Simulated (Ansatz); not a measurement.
**Polar KTaO3 (001), KO below and TaO2 above films against thickness**

What happens to a polar KTaO3 (001), KO below and TaO2 above film as it grows?

Program: Ansatz 0.2.0. Level of theory: plane-wave DFT, PBE, Ansatz PAW. Results are calculated unless marked as measured.

## (1) The starting structure

The cell holds 5 atoms: 1 K, 3 O and 1 Ta. Cell: a = 3.990 Å, b = 3.990 Å, c = 19.995 Å, α = 90.0°, β = 90.0°, γ = 90.0°. It derives from KTaO3 (perovskite KTaO3). Vacuum lies along c.

## (2) Relaxation, 5 atoms, units 1

The structure is relaxed first, because levels and dipoles at a surface follow the positions of the outer atoms.

The input, input.yaml:

```yaml
crystal:
  lattice:
    - [3.99, 0.0, 0.0]
    - [0.0, 3.99, 0.0]
    - [0.0, 0.0, 19.995]
  atoms:
    - { symbol: K, position: [0.0, 0.0, 0.4501125281] }
    - { symbol: O, position: [0.5, 0.5, 0.4501125281] }
    - { symbol: Ta, position: [0.5, 0.5, 0.5498874719] }
    - { symbol: O, position: [0.0, 0.5, 0.5498874719] }
    - { symbol: O, position: [0.5, 0.0, 0.5498874719] }
kpoints:
  mp_grid: { grid: [8, 8, 1] }
hamiltonian:
  xc: pbe
scf:
  occupations: { method: fermi_dirac, width: 0.03 }
  convergence: { dr2_threshold: 1.0e-09 }
efield:
  axis: 3
  dipole_correction: true
  ramp_position: 0.97
  ramp_width: 0.06
relax:
  f_tol: 0.01
  max_steps: 100
output:
  eigenvalues: true
  dos: { projected: true, e_range: [-7, 7] }
  write_potential: true
  write_density: true
  volumetric_format: npy
```

On the command line:

```console
ansatz run input.yaml --threads 4 --pin off --max-ram 12288MiB --backend cpu --events-out ev --progress --plain --runs-dir out
```

Numbers of over 12 decimals in the logs are rounded to 6 here.

Output:

```text
Engine: ansatz 0.2.0, aarch64-unknown-linux-gnu
Pseudopotentials: kind: paw
Pseudopotential: K, paw, valence charge 9, recommended cutoff 420 eV (normal), K.paw.azcp
Pseudopotential: O, paw, valence charge 6, recommended cutoff 420 eV (normal), O.paw.azcp
Pseudopotential: Ta, paw, valence charge 13, recommended cutoff 420 eV (normal), Ta.paw.azcp
Functional definition: PBE
  parameter kappa = 0.804
  parameter beta = 0.066725
  exchange = pbe_x(kappa = kappa, mu = beta*pi^2/3)
  correlation = pbe_c(beta = beta)
Crystal: 5 atoms, lattice volume = 318.322 Å³
Basis set: ecut = 420 eV, 6243 PW (Γ), exchange–correlation on 54×54×270 points (8 copies of the dense FFT grid, shifted against one another)
Bands: 25, of which v1, the nominal top of the filled ones, is band 20 counted from 1 (19 counted from 0)
Symmetry: 8 space group operations
Space group: P4mm (ITA 99), of the structure as read, at distance tolerance 6.8e-5 Å
k-points: 15 of 64
Non-local potential: K, projectors of the file, l = 0: 3, l = 1: 2, l = 2: 2
Non-local potential: O, projectors of the file, l = 0: 2, l = 1: 2, l = 2: 1
Non-local potential: Ta, projectors of the file, l = 0: 3, l = 1: 2, l = 2: 2, l = 3: 1
PAW form: soft (Blöchl's): semilocal exchange-correlation on the pseudo side does not see the compensation charge
PAW one-centre angular grid: K, 110 points (default); XC on 64 Gauss nodes
PAW one-centre angular grid: O, 110 points (default); XC on 64 Gauss nodes
PAW one-centre angular grid: Ta, 590 points (default); XC on 64 Gauss nodes
Initial density: superposition of atomic densities (neutral atoms: chi_scale 0, normalization atom), corrected by the library's trained network
Initial wavefunctions: pseudopotential atomic-orbital guess
Functional: x = pbe(κ = 0.804, μ = 0.219515), c = pbe(β = 0.066725)
SCF iter   1: F=—  HF=-13176.397363 eV  |F-HF|=—  |Δ(HF+E_count)|=         —  Δρ=1.83e-3  dr2=2.53e-2  ethr=1.77e-3  p=0.015 e·Å  D=8.35e-3 V/Å  ΔV_dip=-0.17 eV  dr2_dipole=3.77e-3  V_vac-E_F(+/−)=3.43/3.60 eV  ⟨swp⟩=6.6  Hψ=1809  notcnv=0
efield: sawtooth ramp at fractional position 0.9700 (set: `efield.ramp_position`, or a place that a band, a saddle search or an elastic batch's reference lends), width 0.0600; the density the first Hamiltonian is built on has a dipole p = 0.015 e·Å; the dipole correction subtracts the counter field D = 8.35e-3 V/Å, which shifts the + side's vacuum level by -0.17 eV against the − side's; the planar-averaged density in the ramp window peaks in size at 4.4e-6 e/Å³
preconditioner: auto → Resta (q_TF=auto, 1.931 Å⁻¹)  ε∞=2.0  [insulator: Δε(μ)=2.281 eV  Ē_g=11.171 eV  σ=0.030 eV  W_gap=1.00  n_scr=40 (ndim 8)  ℏωp=11.4 eV  f_vac=0.729  D(μ)=0.00/eV (n_scr^D=0)  ε∞_Penn≈2.0  vacuum switching on, ρ_ref=9.1e-3 e/Å³]
SCF iter   2: F=—  HF=-13176.402180 eV  |F-HF|=—  |Δ(HF+E_count)|=   4.82e-3  Δρ=2.98e-3  dr2=4.76e-2  ethr=6.33e-5  p=0.044 e·Å  D=2.50e-2 V/Å  ΔV_dip=-0.50 eV  dr2_dipole=3.79e-3  V_vac-E_F(+/−)=3.35/3.85 eV  ⟨swp⟩=3.0  Hψ=766  notcnv=0  defer=15
SCF iter   3: F=—  HF=-13176.397487 eV  |F-HF|=—  |Δ(HF+E_count)|=   4.69e-3  Δρ=9.79e-4  dr2=5.03e-3  ethr=6.33e-5  p=0.031 e·Å  D=1.73e-2 V/Å  ΔV_dip=-0.35 eV  dr2_dipole=5.80e-4  V_vac-E_F(+/−)=3.45/3.79 eV  ⟨swp⟩=2.5  Hψ=618  notcnv=0  defer=15
SCF iter   4: F=—  HF=-13176.397580 eV  |F-HF|=—  |Δ(HF+E_count)|=   9.32e-5  Δρ=3.02e-4  dr2=2.92e-4  ethr=1.26e-5  p=0.035 e·Å  D=2.02e-2 V/Å  ΔV_dip=-0.40 eV  dr2_dipole=9.79e-6  V_vac-E_F(+/−)=3.44/3.84 eV  ⟨swp⟩=2.0  Hψ=475  notcnv=0  defer=15
SCF iter   5: F=—  HF=-13176.397747 eV  |F-HF|=—  |Δ(HF+E_count)|=   1.67e-4  Δρ=1.12e-4  dr2=3.52e-5  ethr=7.31e-7  p=0.036 e·Å  D=2.07e-2 V/Å  ΔV_dip=-0.41 eV  dr2_dipole=4.46e-9  V_vac-E_F(+/−)=3.44/3.86 eV  ⟨swp⟩=2.0  Hψ=561  notcnv=0  defer=15
SCF iter   6: F=—  HF=-13176.398568 eV  |F-HF|=—  |Δ(HF+E_count)|=   8.21e-4  Δρ=2.99e-5  dr2=2.46e-6  ethr=8.81e-8  p=0.037 e·Å  D=2.08e-2 V/Å  ΔV_dip=-0.42 eV  dr2_dipole=1.23e-8  V_vac-E_F(+/−)=3.45/3.87 eV  ⟨swp⟩=2.0  Hψ=580  notcnv=0  defer=15
SCF iter   7: F=—  HF=-13176.398725 eV  |F-HF|=—  |Δ(HF+E_count)|=   1.57e-4  Δρ=5.84e-6  dr2=1.05e-7  ethr=6.14e-9  p=0.036 e·Å  D=2.07e-2 V/Å  ΔV_dip=-0.41 eV  dr2_dipole=1.04e-9  V_vac-E_F(+/−)=3.45/3.87 eV  ⟨swp⟩=2.1  Hψ=521  notcnv=0  defer=15
SCF iter   8: F=—  HF=-13176.398725 eV  |F-HF|=—  |Δ(HF+E_count)|=   1.29e-7  Δρ=1.18e-6  dr2=2.61e-9  ethr=2.63e-10  p=0.036 e·Å  D=2.07e-2 V/Å  ΔV_dip=-0.41 eV  dr2_dipole=5.88e-11  V_vac-E_F(+/−)=3.45/3.87 eV  ⟨swp⟩=2.0  Hψ=540  notcnv=0  defer=15
iter 9 did not close the SCF: its close was put off until two iterations running show no level that it waits for move by more than its bar (scf_convergence_deferred on its scf_iter line)
SCF iter   9: F=-13176.398725 eV  HF=-13176.398725 eV  |F-HF|=7.51e-10  |Δ(HF+E_count)|=   3.04e-8  Δρ=3.46e-7  dr2=2.61e-10  ethr=2.50e-12  p=0.036 e·Å  D=2.07e-2 V/Å  ΔV_dip=-0.41 eV  dr2_dipole=3.94e-13  V_vac-E_F(+/−)=3.45/3.87 eV  ⟨swp⟩=15.5  Hψ=2547  notcnv=0
iter 10 did not close the SCF: its close was put off until two iterations running show no level that it waits for move by more than its bar (scf_convergence_deferred on its scf_iter line)
SCF iter  10: F=-13176.398725 eV  HF=-13176.398725 eV  |F-HF|=0.00e0  |Δ(HF+E_count)|=  8.46e-10  Δρ=5.73e-8  dr2=1.03e-11  ethr=1.00e-12  p=0.036 e·Å  D=2.07e-2 V/Å  ΔV_dip=-0.41 eV  dr2_dipole=1.64e-15  V_vac-E_F(+/−)=3.45/3.87 eV  ⟨swp⟩=5.9  Hψ=2218  notcnv=0
SCF iter  11: F=-13176.398725 eV  HF=-13176.398725 eV  |F-HF|=1.09e-11  |Δ(HF+E_count)|=  9.09e-12  Δρ=1.61e-8  dr2=6.08e-13  ethr=1.00e-12  p=0.036 e·Å  D=2.07e-2 V/Å  ΔV_dip=-0.41 eV  dr2_dipole=4.47e-15  V_vac-E_F(+/−)=3.45/3.87 eV  ⟨swp⟩=4.9  Hψ=1591  notcnv=0
SCF 1 converged in 11 iterations: F = -13176.398725 eV  dr2 = 6.08e-13
  greatest PAW one-centre occupation: 0.999 electrons in one spin orbital (limit 2), on the Ta atom at site 2 (counted from 0), in its partial waves of l = 0
relax step   1: F+E_penalty+E_count = -13176.39872527 eV  Δ(F+E_penalty+E_count) = +0.000e0 eV  max|allowed force component| = 6.744e0 eV/Å  Δτ_max = 0.0000 Å  (11 SCF iters, accepted)
Initial density: handed on by an earlier stage of this run
Initial wavefunctions: those handed on with the density
SCF iter   1: F=—  HF=-13177.668655 eV  |F-HF|=—  |Δ(HF+E_count)|=         —  Δρ=1.28e-2  dr2=1.39e0  ethr=3.10e-3  p=0.036 e·Å  D=2.07e-2 V/Å  ΔV_dip=-0.41 eV  dr2_dipole=3.03e-1  V_vac-E_F(+/−)=3.17/3.59 eV  ⟨swp⟩=6.3  Hψ=1529  notcnv=0  defer=1
[...]
SCF iter   8: F=—  HF=-13177.243507 eV  |F-HF|=—  |Δ(HF+E_count)|=   1.61e-4  Δρ=3.13e-6  dr2=2.29e-8  ethr=1.14e-9  p=-0.172 e·Å  D=-9.77e-2 V/Å  ΔV_dip=1.95 eV  dr2_dipole=8.75e-12  V_vac-E_F(+/−)=4.57/2.62 eV  ⟨swp⟩=2.0  Hψ=540  notcnv=0  defer=15
iter 9 did not close the SCF: its close was put off until two iterations running show no level that it waits for move by more than its bar (scf_convergence_deferred on its scf_iter line)
SCF iter   9: F=-13177.243507 eV  HF=-13177.243507 eV  |F-HF|=9.42e-10  |Δ(HF+E_count)|=   5.06e-8  Δρ=5.14e-7  dr2=5.48e-10  ethr=2.50e-12  p=-0.172 e·Å  D=-9.77e-2 V/Å  ΔV_dip=1.95 eV  dr2_dipole=9.24e-13  V_vac-E_F(+/−)=4.57/2.62 eV  ⟨swp⟩=14.9  Hψ=2954  notcnv=0
iter 10 did not close the SCF: its close was put off until two iterations running show no level that it waits for move by more than its bar (scf_convergence_deferred on its scf_iter line)
SCF iter  10: F=-13177.243507 eV  HF=-13177.243507 eV  |F-HF|=7.28e-11  |Δ(HF+E_count)|=   1.02e-9  Δρ=1.35e-7  dr2=3.91e-11  ethr=1.37e-12  p=-0.172 e·Å  D=-9.77e-2 V/Å  ΔV_dip=1.95 eV  dr2_dipole=4.04e-14  V_vac-E_F(+/−)=4.57/2.62 eV  ⟨swp⟩=6.1  Hψ=2225  notcnv=0
SCF iter  11: F=-13177.243507 eV  HF=-13177.243507 eV  |F-HF|=3.64e-11  |Δ(HF+E_count)|=  6.73e-11  Δρ=2.25e-8  dr2=1.35e-12  ethr=1.00e-12  p=-0.172 e·Å  D=-9.77e-2 V/Å  ΔV_dip=1.95 eV  dr2_dipole=1.06e-14  V_vac-E_F(+/−)=4.57/2.62 eV  ⟨swp⟩=5.7  Hψ=1865  notcnv=0
SCF 3 converged in 11 iterations: F = -13177.243507 eV  dr2 = 1.35e-12
relax step   3: F+E_penalty+E_count = -13177.24350726 eV  Δ(F+E_penalty+E_count) = -2.587e-2 eV  max|allowed force component| = 4.414e-1 eV/Å  Δτ_max = 0.1689 Å  (11 SCF iters, accepted)
[...]
relax step   4: F+E_penalty+E_count = -13177.25417036 eV  Δ(F+E_penalty+E_count) = -1.066e-2 eV  max|allowed force component| = 1.326e-1 eV/Å  Δτ_max = 0.0681 Å  (9 SCF iters, accepted)
SCF iter   1: F=—  HF=-13177.254439 eV  |F-HF|=—  |Δ(HF+E_count)|=         —  Δρ=4.04e-4  dr2=5.77e-4  ethr=5.65e-6  p=-0.202 e·Å  D=-1.15e-1 V/Å  ΔV_dip=2.30 eV  dr2_dipole=7.81e-6  V_vac-E_F(+/−)=4.46/2.16 eV  ⟨swp⟩=2.9  Hψ=938  notcnv=0  defer=15
efield: sawtooth ramp at fractional position 0.9700 (set: `efield.ramp_position`, or a place that a band, a saddle search or an elastic batch's reference lends), width 0.0600; the density the first Hamiltonian is built on has a dipole p = -0.202 e·Å; the dipole correction subtracts the counter field D = -1.15e-1 V/Å, which shifts the + side's vacuum level by +2.30 eV against the − side's; the planar-averaged density in the ramp window peaks in size at 2.2e-6 e/Å³
preconditioner: auto → Resta (q_TF=auto, 1.931 Å⁻¹)  ε∞=1.9  [insulator: Δε(μ)=2.126 eV  Ē_g=11.841 eV  σ=0.030 eV  W_gap=1.00  n_scr=40 (ndim 8)  ℏωp=11.4 eV  f_vac=0.731  D(μ)=0.00/eV (n_scr^D=0)  ε∞_Penn≈1.9  vacuum switching on, ρ_ref=1.0e-2 e/Å³]
SCF iter   2: F=—  HF=-13177.254292 eV  |F-HF|=—  |Δ(HF+E_count)|=   1.46e-4  Δρ=2.02e-4  dr2=6.77e-5  ethr=1.44e-6  p=-0.203 e·Å  D=-1.16e-1 V/Å  ΔV_dip=2.31 eV  dr2_dipole=2.32e-7  V_vac-E_F(+/−)=4.49/2.18 eV  ⟨swp⟩=2.0  Hψ=651  notcnv=0  defer=15
SCF iter   3: F=—  HF=-13177.254600 eV  |F-HF|=—  |Δ(HF+E_count)|=   3.07e-4  Δρ=7.45e-5  dr2=1.40e-5  ethr=1.69e-7  p=-0.204 e·Å  D=-1.16e-1 V/Å  ΔV_dip=2.31 eV  dr2_dipole=3.78e-7  V_vac-E_F(+/−)=4.50/2.18 eV  ⟨swp⟩=2.0  Hψ=527  notcnv=0  defer=15
SCF iter   4: F=—  HF=-13177.254602 eV  |F-HF|=—  |Δ(HF+E_count)|=   1.70e-6  Δρ=5.43e-5  dr2=1.29e-5  ethr=3.49e-8  p=-0.203 e·Å  D=-1.15e-1 V/Å  ΔV_dip=2.31 eV  dr2_dipole=8.28e-7  V_vac-E_F(+/−)=4.50/2.19 eV  ⟨swp⟩=2.0  Hψ=566  notcnv=0  defer=15
SCF iter   5: F=—  HF=-13177.254602 eV  |F-HF|=—  |Δ(HF+E_count)|=   1.13e-7  Δρ=2.25e-5  dr2=1.77e-6  ethr=3.23e-8  p=-0.203 e·Å  D=-1.16e-1 V/Å  ΔV_dip=2.31 eV  dr2_dipole=5.86e-8  V_vac-E_F(+/−)=4.50/2.19 eV  ⟨swp⟩=2.0  Hψ=418  notcnv=0  defer=15
SCF iter   6: F=—  HF=-13177.254760 eV  |F-HF|=—  |Δ(HF+E_count)|=   1.58e-4  Δρ=6.40e-6  dr2=1.30e-7  ethr=4.43e-9  p=-0.203 e·Å  D=-1.16e-1 V/Å  ΔV_dip=2.31 eV  dr2_dipole=4.81e-9  V_vac-E_F(+/−)=4.50/2.19 eV  ⟨swp⟩=2.0  Hψ=479  notcnv=0  defer=15
SCF iter   7: F=—  HF=-13177.254760 eV  |F-HF|=—  |Δ(HF+E_count)|=   2.32e-8  Δρ=1.20e-6  dr2=3.29e-9  ethr=3.25e-10  p=-0.203 e·Å  D=-1.16e-1 V/Å  ΔV_dip=2.31 eV  dr2_dipole=2.73e-11  V_vac-E_F(+/−)=4.50/2.19 eV  ⟨swp⟩=2.0  Hψ=456  notcnv=0  defer=15
SCF iter   8: F=-13177.254760 eV  HF=-13177.254760 eV  |F-HF|=1.29e-10  |Δ(HF+E_count)|=   3.34e-9  Δρ=3.15e-7  dr2=1.98e-10  ethr=2.50e-12  p=-0.203 e·Å  D=-1.16e-1 V/Å  ΔV_dip=2.31 eV  dr2_dipole=3.15e-12  V_vac-E_F(+/−)=4.50/2.19 eV  ⟨swp⟩=14.2  Hψ=2599  notcnv=0
SCF 5 converged in 8 iterations: F = -13177.254760 eV  dr2 = 1.98e-10
relax step   5: F+E_penalty+E_count = -13177.25475978 eV  Δ(F+E_penalty+E_count) = -5.894e-4 eV  max|allowed force component| = 8.062e-3 eV/Å  Δτ_max = 0.0058 Å  (8 SCF iters, accepted)
WARN: The output density's exchange-correlation potential varies sharply where the density is thin. Do not read a vacuum level from v_tot or v_xc, or from such a field of the output density. On a cell that repeats whose density bears no net charge and no dipole along the vacuum's axis use v_es (v_loc + v_h of the components); under efield.dipole_correction with no amplitude use v_es + v_field, which holds any externa [...]
SCF converged after 8 iterations
Free energy (F): -13177.254760 eV
Harris-Foulkes:  -13177.254760 eV  (|F-HF|=1.29e-10)
Internal energy: -13177.254760 eV  (E = F + TS)
E sigma→0 (E₀):  -13177.254760 eV
Fermi energy:    -0.585744 eV
Dipole field:    D = -0.115611 V/Å  (p = -0.203378 e·Å, saw-weighted, corrected)
Work function:   Φ+ = 4.5009 eV   Φ− = 2.1893 eV
Levels:          The Fermi level and band energies are counted from a zero that moves with the ramp; work functions are not
--- Per-component energies (eV) ---
  E_band       = -692.070009
  E_kinetic    = 1138.152201
  E_local      = -22586.143848  (includes V_loc(G=0)·N_el)
  E_nonlocal   = 171.074324
  E_hartree    = 10740.558396
  E_xc         = -573.280037
  E_vxc        = -648.882361  (∫ρ·V_xc dr)
  E_paw        = -9652.247559  (= ΣΔE_a)
  E_vpaw       = -248.416986  (= ΣTr[D̂ρ^β])
  E_aug_tail   = 0.007449  (compensation charges beyond the density's cutoff)
  E_efield     = 0.011756  (sawtooth field / dipole correction)
  E_vefield    = 1.021683  (∫n·V_field dr)
  E_ewald      = 7584.612557
  E_smearing   = -0.000000  (= −TS)
  E_closure    = 0.000000  (closes the sum)
  Σ components = -13177.254760   (vs F -13177.254760, Δ=0.00e0)
--- Forces (eV/Å), atoms counted from 1 ---
  atom   1  K     -0.00000000     0.00000000     0.00160874
  atom   2  O     -0.00000000     0.00000000    -0.00245943
  atom   3  Ta     0.00000000     0.00000000     0.00806727
  atom   4  O     -0.00000000     0.00000000    -0.00359529
  atom   5  O      0.00000000     0.00000000    -0.00359529
  max |Σ_I F_I| component: 2.60e-5 eV/Å
--- Band table (eV; the first three rows and the last of 15) ---
  k-point 0: bands = [... 16 lower, -4.0366, -3.1422, -2.5451, -2.5451, 0.4739, 0.9702, 2.1479, 2.1479, ... 1 higher]
  k-point 1: bands = [... 16 lower, -3.8449, -3.0352, -2.8295, -2.7379, 0.9161, 1.1203, 2.0532, 2.1693, ... 1 higher]
  k-point 2: bands = [... 16 lower, -3.7188, -3.3261, -3.0785, -2.9095, 1.5549, 1.8171, 2.2320, 2.2687, ... 1 higher]
  k-point 14: bands = [... 16 lower, -4.9190, -2.9200, -2.9200, -1.6471, 3.1580, 3.3568, 3.3568, 4.1671, ... 1 higher]
--- Relaxed structure (5 steps of the walk, 5 accepted, 0 SCFs on fresh bases) ---
  F+E_penalty+E_count = -13177.25475978 eV   max|allowed force component| = 8.062e-3 eV/Å
  atoms:
    - { symbol: K, position: [0, 0.0, 0.445552] }
    - { symbol: O, position: [0.5, 0.5, 0.451310] }
    - { symbol: Ta, position: [0.5, 0.5, 0.542260] }
    - { symbol: O, position: [0, 0.5, 0.555383] }
    - { symbol: O, position: [0.5, 0.0, 0.555383] }
```

Wall time 18 s (4 threads of Arm Neoverse V2, shared host); peak memory 0.6 GiB; 68 s of CPU time.

Relaxation path:

```tsv
step	energy less that of the first step (eV)	largest force component (eV/Å)
1	0.0000	6.7442
2	-0.8189	1.1159
3	-0.8448	0.4414
4	-0.8554	0.1326
5	-0.8560	0.0081
```

Forces are held to the 8 operations that the run works with; a distortion that breaks them can't arise in this run.

The atoms that moved most (Å):

```tsv
atom	dx	dy	dz	length
Ta3	0.000	0.000	-0.153	0.153
O4	0.000	0.000	0.110	0.110
O5	0.000	0.000	0.110	0.110
K1	0.000	0.000	-0.091	0.091
O2	0.000	0.000	0.024	0.024
```

Final coordinates:

```xyz
5
Lattice="3.9900 0.0000 0.0000 0.0000 3.9900 0.0000 0.0000 0.0000 19.9950" Properties=species:S:1:pos:R:3
K     0.0000    0.0000    8.9088
O     1.9950    1.9950    9.0239
Ta    1.9950    1.9950   10.8425
O     0.0000    1.9950   11.1049
O     1.9950    0.0000   11.1049
```

This step gave:

```yaml
gap_on_the_k_mesh: 2.121 eV
dipole_along_the_normal: -0.2034 e·Å
step_between_the_vacuum_levels: 2.312 eV
ionisation_energy_upper_face: 5.562 eV
electron_affinity_upper_face: 3.441 eV
ionisation_energy_lower_face: 3.251 eV
```

Running mean over 3.99 Å of the planar mean; the ramp of the sawtooth is left out. The electron's electrostatic potential energy less the Fermi level by z:

```tsv
z (Å)	electron's electrostatic potential energy less the Fermi level (eV)
3.0	2.19
3.5	2.19
4.0	2.19
4.5	2.19
5.0	2.19
5.5	2.18
6.0	2.11
6.5	1.73
7.0	0.632
7.5	-0.418
8.0	-0.883
8.5	-1.68
9.0	-3.46
9.5	-5.14
10.0	-5.46
10.5	-4.90
11.0	-3.53
11.5	-2.20
12.0	-1.45
12.5	-0.351
13.0	1.73
13.5	3.70
14.0	4.35
14.5	4.47
15.0	4.49
15.5	4.50
16.0	4.50
16.5	4.50
17.0	4.50
```

The density of states has structure finer than the step of the table below, so its rows give means over 0.2 eV, whole bins alone (the curve runs from -7 to 1.98 eV). Peaks (eV: height): -5.04: 4.65, -4.79: 7.34, -4.65: 7.39, -4.44: 10.9, -4.33: 14.6, -3.95: 5.62, -2.33: 14.0.

Density of states against energy, zero at the Fermi level of the run, which the smearing sets inside the gap; means over each step:

energy (eV), density of states (states/eV a cell) and a bar:
```
     -6.8        0.0 
     -6.6        0.1 
     -6.4        2.2 #######
     -6.2        2.5 ########
     -6.0        1.3 ####
     -5.8        1.1 ####
     -5.6        1.1 ####
     -5.4        1.2 ####
     -5.2        2.6 #########
     -5.0        4.1 #############
     -4.8        4.9 ################
     -4.6        5.8 ###################
     -4.4        9.2 ##############################
     -4.2        6.9 #######################
     -4.0        4.6 ###############
     -3.8        3.5 ###########
     -3.6        3.2 ##########
     -3.4        2.0 #######
     -3.2        2.7 #########
     -3.0        1.4 #####
     -2.8        4.4 ##############
     -2.6        4.2 ##############
     -2.4        8.0 ##########################
     -2.2        5.2 #################
     -2.0        2.5 ########
     -1.8        1.2 ####
     -1.6        1.1 ####
     -1.4        0.8 ###
     -1.2        0.8 ###
     -1.0        0.0 
     -0.8        0.0 
     -0.6        0.0 
     -0.4        0.0 
     -0.2        0.0 
      0.0        0.0 
      0.2        0.0 
      0.4        0.0 
      0.6        0.0 
      0.8        0.0 
      1.0        0.0 
      1.2        0.1 
      1.4        0.2 #
      1.6        0.7 ##
      1.8        1.0 ###
```

Projected DOS per atom over height of the atomic layer and energy from the Fermi level. Layers: KO TaO2 from below.

Ten even steps from '0' (0.00 states/eV) to '9' (2.26 states/eV), each cell a mean:
```
00
00
00
00
00
00
00
00
01
02
47
14
02
12
33
95
44
13
01
02
02
00
```
Columns: height of the atomic layer (Å) from 8.97 to 11.0; rows upwards: energy from the Fermi level (eV) from -6.95 to 1.96.

The relaxation took 5 steps and lowered the energy by 0.86 eV; the largest force on the free atoms ends at 0.0081 eV/Å.

The vacuum levels of the two faces differ by 2.31 eV, and the gap is 2.12 eV.

(Part 1 of 4 ends here.)

[Logs are printed without paths, hosts, clocks, repeated set-up lines and the standing remarks that a program may print on its own settings, such as how far it seeks lower states.]

[Hosts, paths, dates, database ids (printed as entryN), source tags and the programs' standing remarks are cut or masked in the printed files.]

[Maps of the electrostatic potential energy from Ansatz leave out the sawtooth potential of an applied field or a dipole correction, so their vacuum need not be flat; planar profiles and work functions include it.]

[The density of states shown here was stored with 400 of the rows of the run's finer table, so its peaks can read low, often by over a quarter, or be missed, and its means over a window can be off by a tenth or more.]
